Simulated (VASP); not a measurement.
Runs of VASP 6.6.1 on ZnS. It takes space group F-43m (No. 216, cubic). The conventional cell has a = 5.404 Å, b = 5.404 Å, c = 5.404 Å, α = 90.00°, β = 90.00°, γ = 90.00°. Zn (site symmetry -43m) is surrounded by 4 S at 2.34 Å. S (site symmetry -43m) is surrounded by 4 Zn at 2.34 Å. 

```tsv
task	level	cell	cutoff (eV)	smearing	gap on the mesh (eV)	pressure (GPa)	relaxed volume (Å³/atom)
band structure	AM05	as given	520	fermi-dirac 0.05 eV	2.10	-1.2	-
relaxation of cell and atoms	PW91	relaxed	600	fermi-dirac 0.05 eV	2.01	0.0	20.17
band structure	revPBE	as given	520	fermi-dirac 0.05 eV	2.24	-	-
relaxation of cell and atoms	revPBE	relaxed	600	fermi-dirac 0.05 eV	2.02	-0.1	20.77
band structure	PW91	as given	520	fermi-dirac 0.05 eV	2.10	-	-
relaxation of cell and atoms	AM05	relaxed	600	fermi-dirac 0.05 eV	2.17	0.0	(b)
relaxation of cell and atoms	BLYP	relaxed	600	fermi-dirac 0.05 eV	1.77	0.0	21.29
single point	PBE	as given	520	gaussian 0.011 eV	2.11	(a)	-
band structure	BLYP	as given	520	fermi-dirac 0.05 eV	(c)	-	-
```

Alike in all rows: potentials or basis VASP PAW PBE potentials, release 64 (Zn, S); no spin polarisation; k mesh 9 × 9 × 9.

Task: Estimate the missing entries.

Result: (a) 1.8; (b) 19.40; (c) 2.13.

Caveats: the PAW data sets were made with another functional, which shifts forces and pressure a little (some runs).

